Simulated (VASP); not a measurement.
# Settings for BN: deformation potentials

BN, F-43m (no. 216), 2 atoms in the cell. PBEsol, deformation potentials by finite strains; PAW potentials N, B (PBE set). VASP 6.6.1.

Wanted: gap deformation potential per relative change of volume within 0.05 eV; valence deformation potential b within 0.03 eV.

Strains: hydrostatic, tetragonal.

The series start from Strain step: 0.01; Cutoff ENCUT (eV): 520; Mesh of the SCF: 11x11x11; SCF threshold EDIFF (eV): 1e-8; PREC: Accurate. Each series keeps the choices made before it, and each single choice may use up half of a tolerance. Times cover all steps of a run.

## Strain step

| Strain step | Gap deformation potential per relative change of volume (eV) | Valence deformation potential b (eV) | Time (s) |
|---|---|---|---|
| 0.04 | -1.034 | -3.311 | 207 |
| 0.02 | -1.035 | -3.307 | 207 |
| 0.01 | -1.040 | -3.307 | 200 |
| 0.005 (reference) | -1.050 | -3.303 | 205 |

Chosen: 0.04, the loosest value from which every tighter one stays within half of the tolerance.

## Cutoff ENCUT (eV)

| Cutoff ENCUT (eV) | Gap deformation potential per relative change of volume (eV) | Valence deformation potential b (eV) | Time (s) |
|---|---|---|---|
| 280 | 0.336 | -3.569 | 192 |
| 340 | -1.374 | -3.187 | 196 |
| 400 | -0.816 | -3.412 | 200 |
| 520 | -1.034 | -3.311 | 207 |
| 640 (reference) | -1.034 | -3.310 | 226 |

Chosen: 520.

## Mesh of the SCF

| Mesh of the SCF | Gap deformation potential per relative change of volume (eV) | Valence deformation potential b (eV) | Time (s) |
|---|---|---|---|
| 4x4x4 | -1.026 | -3.317 | 186 |
| 6x6x6 | -1.032 | -3.312 | 189 |
| 7x7x7 | -1.034 | -3.311 | 189 |
| 11x11x11 | -1.034 | -3.311 | 207 |
| 14x14x14 (reference) | -1.034 | -3.311 | 227 |

Chosen: 4x4x4.

## SCF threshold EDIFF (eV)

| SCF threshold EDIFF (eV) | Gap deformation potential per relative change of volume (eV) | Valence deformation potential b (eV) | Time (s) |
|---|---|---|---|
| 0.0001 | -1.028 | -3.318 | 183 |
| 1e-5 | -1.028 | -3.317 | 184 |
| 1e-6 | -1.026 | -3.317 | 184 |
| 1e-8 (reference) | -1.026 | -3.317 | 186 |

Chosen: 0.0001.

## PREC

| PREC | Gap deformation potential per relative change of volume (eV) | Valence deformation potential b (eV) | Time (s) |
|---|---|---|---|
| Accurate | -1.028 | -3.318 | 183 |
| Normal | -1.028 | -3.318 | 183 |

Chosen: Accurate; no other choice that stays within half of the tolerance saves 30 % of the time.

## All choices together

| Input | Gap deformation potential per relative change of volume (eV) | Valence deformation potential b (eV) | Time (s) |
|---|---|---|---|
| default cutoff, precision and threshold (naive) | -1.358 | -3.187 | 183 |
| chosen settings | -1.028 | -3.318 | 183 |
| reference settings throughout | -1.030 | -3.300 | 269 |

The tolerance is met.

## The input

INCAR.step1:
```
SYSTEM = BN
PREC = Accurate ; ENCUT = 520
EDIFF = 1E-8 ; LREAL = .FALSE.
LASPH = .TRUE. ; LWAVE = .FALSE.
LCHARG = .FALSE. ; ALGO = Normal
NELM = 100 ; ISMEAR = 0
SIGMA = 0.01 ; EFERMI = MIDGAP
GGA = PS ; IBRION = 2
ISIF = 3 ; NSW = 60
EDIFFG = -0.001
```

INCAR.step2, as INCAR.step1 but for:
```
- IBRION = 2
- ISIF = 3
- NSW = 60
- EDIFFG = -0.001
+ ISYM = 0
+ NBANDS = 12
```

INCAR.step3, as INCAR.step2 but for:
```
- EDIFF = 1E-8
- ISYM = 0
+ EDIFF = 1E-4
+ ICORELEVEL = 1
```

KPOINTS.step1:
```
k-points
0
Gamma
  14 14 14
```

KPOINTS.step2:
```
k-points
0
Gamma
  16 16 16
```

KPOINTS.step3:
```
Automatic mesh
0
Gamma
  4 4 4
  0 0 0
```

KPOINTS_OPT:
```
Gamma, valence top, conduction bottom
5
Reciprocal
 0.0000000000  0.0000000000  0.0000000000 1
 0.0000000000  0.0000000000  0.0000000000 1
 0.5000000000  0.5000000000  0.0000000000 1
 0.0000000000  0.5000000000  0.5000000000 1
 0.5000000000  0.0000000000  0.5000000000 1
```

POSCAR.step1:
```
BN
1.0
    0.0000000000      1.8130010000      1.8130010000
    1.8130010000      0.0000000000      1.8130010000
    1.8130010000      1.8130010000      0.0000000000
N B
1 1
Direct
    0.2500000000      0.2500000000      0.2500000000
    0.0000000000      0.0000000000      0.0000000000
```

POSCAR.step2:
```
N  B
 1.0000000000000000
     0.0000000000000000    1.8038036895274807    1.8038036895274807
     1.8038036895274807    0.0000000000000000    1.8038036895274807
     1.8038036895274807    1.8038036895274807    0.0000000000000000
 N   B
   1   1
Direct
  0.2500000000000000  0.2500000000000000  0.2500000000000000
  0.0000000000000000  0.0000000000000000 -0.0000000000000000
```

POSCAR.step3:
```
N  B
 1.0000000000000000
     0.0000000000000000    1.7799126015281057    1.7799126015281057
     1.7799126015281057    0.0000000000000000    1.7799126015281057
     1.7799126015281057    1.7799126015281057    0.0000000000000000
 N   B
   1   1
Direct
  0.2500000000000000  0.2500000000000000  0.2500000000000000
  0.0000000000000000  0.0000000000000000 -0.0000000000000000
```

POSCAR.step4:
```
N  B
 1.0000000000000000
     0.0000000000000000    1.8280154584891140    1.8280154584891140
     1.8280154584891140    0.0000000000000000    1.8280154584891140
     1.8280154584891140    1.8280154584891140    0.0000000000000000
 N   B
   1   1
Direct
  0.2500000000000000  0.2500000000000000  0.2500000000000000
  0.0000000000000000  0.0000000000000000 -0.0000000000000000
```

POSCAR.step5:
```
N  B
 1.0000000000000000
     0.0000000000000000    1.8278544053878474    1.7557022578067480
     1.8278544053878474    0.0000000000000000    1.7557022578067480
     1.8278544053878474    1.8278544053878474    0.0000000000000000
 N   B
   1   1
Direct
  0.2500000000000000  0.2500000000000000  0.2500000000000000
  0.0000000000000000  0.0000000000000000 -0.0000000000000000
```

POSCAR.step6:
```
N  B
 1.0000000000000000
     0.0000000000000000    1.7797529736671143    1.8519051212482134
     1.7797529736671143    0.0000000000000000    1.8519051212482134
     1.7797529736671143    1.7797529736671143    0.0000000000000000
 N   B
   1   1
Direct
  0.2500000000000001  0.2499999999999999  0.2500000000000000
  0.0000000000000000 -0.0000000000000000  0.0000000000000000
```

Commands (each step's output is kept before the next begins):
```
cat potpaw_PBE.64/N/POTCAR potpaw_PBE.64/B/POTCAR > POTCAR
cp INCAR.step1 INCAR
cp KPOINTS.step1 KPOINTS
cp POSCAR.step1 POSCAR
mpirun -np 2 vasp_std > vasp.out
cp CONTCAR POSCAR
cp INCAR.step2 INCAR
cp KPOINTS.step2 KPOINTS
cp POSCAR.step2 POSCAR
mpirun -np 2 vasp_std > vasp.out
cp INCAR.step3 INCAR
cp KPOINTS.step3 KPOINTS
cp POSCAR.step3 POSCAR
mpirun -np 2 vasp_std > vasp.out
cp POSCAR.step4 POSCAR
mpirun -np 2 vasp_std > vasp.out
cp POSCAR.step5 POSCAR
mpirun -np 2 vasp_std > vasp.out
cp POSCAR.step6 POSCAR
mpirun -np 2 vasp_std > vasp.out
```

Limits: Shifts of single edges take the deepest core levels as the reference, which a strain moves a little too.

The chosen input took VASP 6.6.1 183 s on 2 cores (AMD EPYC 7R13 (Zen 3)), a shared host.

## An input that fails: strain step below the numerical noise

It runs to its end, but against the unchanged starting input it is off by 1.460 eV in the gap deformation potential per relative change of volume, 0.026 eV in the valence deformation potential b.

Strain step: 0.01 becomes 2e-5.

Changes against the starting input:
```
(POSCAR.step3)
-     0.0000000000000000    1.7978010205686794    1.7978010205686794
-     1.7978010205686794    0.0000000000000000    1.7978010205686794
-     1.7978010205686794    1.7978010205686794    0.0000000000000000
+     0.0000000000000000    1.8037916642096350    1.8037916642096350
+     1.8037916642096350    0.0000000000000000    1.8037916642096350
+     1.8037916642096350    1.8037916642096350    0.0000000000000000
(POSCAR.step4)
-     0.0000000000000000    1.8098264007680565    1.8098264007680565
-     1.8098264007680565    0.0000000000000000    1.8098264007680565
-     1.8098264007680565    1.8098264007680565    0.0000000000000000
+     0.0000000000000000    1.8038157149254954    1.8038157149254954
+     1.8038157149254954    0.0000000000000000    1.8038157149254954
+     1.8038157149254954    1.8038157149254954    0.0000000000000000
(POSCAR.step5)
-     0.0000000000000000    1.8098163684925725    1.7917783315972975
-     1.8098163684925725    0.0000000000000000    1.7917783315972975
-     1.8098163684925725    1.8098163684925725    0.0000000000000000
+     0.0000000000000000    1.8038157148854110    1.8037796388116203
+     1.8038157148854110    0.0000000000000000    1.8037796388116203
+     1.8038157148854110    1.8038157148854110    0.0000000000000000
(POSCAR.step6)
-     0.0000000000000000    1.7977910105623891    1.8158290474576637
-     1.7977910105623891    0.0000000000000000    1.8158290474576637
-     1.7977910105623891    1.7977910105623891    0.0000000000000000
+     0.0000000000000000    1.8037916641695504    1.8038277402433411
+     1.8037916641695504    0.0000000000000000    1.8038277402433411
+     1.8037916641695504    1.8037916641695504    0.0000000000000000
-  0.2500000000000000  0.2500000000000001  0.2500000000000000
+  0.2500000000000000  0.2500000000000000  0.2500000000000000
```
